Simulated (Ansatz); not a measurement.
Te2Mo: band structure with LDA

**What was measured.**

“Broadband infrared study of pressure-tunable Fano resonance and metallization transition in 2H-MoTe2”, 2022, pmc:9569381 quotes, for a bulk crystal of Te2Mo at 300 K: band gap 0.88 ± 0.05 eV (indirect).

Te2Mo:

```
Te Mo
1.0
     3.51820    0.00000    0.00000
    -1.75910    3.04685    0.00000
     0.00000    0.00000   13.97360
Te Mo
4 2
Direct
  0.66667 0.33333 0.37900
  0.33333 0.66667 0.87900
  0.66667 0.33333 0.12100
  0.33333 0.66667 0.62100
  0.66667 0.33333 0.75000
  0.33333 0.66667 0.25000
```

```
Program                             : Ansatz 0.2.0
Task                                : band structure
Functional                          : LDA
Potentials or basis                 : Ansatz PAW
Cutoff                              : 420 eV (not typed: the program's choice for these potentials)
k mesh                              : 9 × 9 × 2
Occupations                         : fermi-dirac, width 0.05 eV
Spin                                : no spin polarisation
Path                                : [["G", "M", "K", "G", "A", "L", "H", "A"], ["L", "M"], ["K", "H"]]
Points for each segment of the path : 14
```

| Property | Result |
| --- | --- |
| Pressure | -3.0 GPa |
| Largest force | 0.293 eV/Å |
| Band gap on the k mesh | 0.76 eV, indirect (least direct gap 1.03 eV) |
| Band gap along the path | 0.68 eV, indirect (least direct gap 1.03 eV) |

Forces on the atoms (eV/Å):
```
Te   0.000  0.000 -0.293
Te   0.000  0.000 -0.293
Te   0.000  0.000  0.293
Te   0.000  0.000  0.293
Mo   0.000  0.000  0.000
Mo   0.000  0.000  0.000
```

Levels at the corners of the path, in eV from the valence-band top:
```
point  band 44  band 45  band 46  band 47  band 48  band 49
    Γ    -1.02    -0.31     0.00     2.88     2.88     3.01
    M    -0.95    -0.61    -0.31     1.25     1.31     1.44
    K    -1.82    -0.32    -0.08     0.95     0.95     1.14
    Γ    -1.02    -0.31     0.00     2.88     2.88     3.01
    A    -1.03    -0.08    -0.08     2.92     2.92     2.92
    L    -0.96    -0.46    -0.46     1.28     1.28     1.62
    H    -1.99    -0.23    -0.23     0.96     0.96     1.61
    A    -1.03    -0.08    -0.08     2.92     2.92     2.92
    L    -0.96    -0.46    -0.46     1.28     1.28     1.62
    M    -0.95    -0.61    -0.31     1.25     1.31     1.44
    K    -1.82    -0.32    -0.08     0.95     0.95     1.14
    H    -1.99    -0.23    -0.23     0.96     0.96     1.61
```

Wall time 30 s on 2 threads of Intel(R) Xeon(R) Processor @ 2.50GHz (Skylake/Cascade Lake), with other jobs on the host, peak memory 0.85 GiB.

Measured gap of Te2Mo: 0.88 eV (indirect; 300 K; quoted in “Broadband infrared study of pressure-tunable Fano resonance and metallization transition in 2H-MoTe2”, 2022, pmc:9569381). This calculation gives 0.68 eV (-0.20 eV). Spin-orbit coupling on Mo, Te is left out. The value is that of LDA, without temperature or zero-point motion. Semilocal functionals fall short of measured gaps as a rule.

Caveat: the k mesh misses the band edges, so the gap on the mesh is wider than the one along the path; spin-orbit coupling is left out, which moves the levels of the heavy elements; the PAW data sets come from PBE, with cores solved anew for the run's functional, which leaves a small shift of forces and pressure.
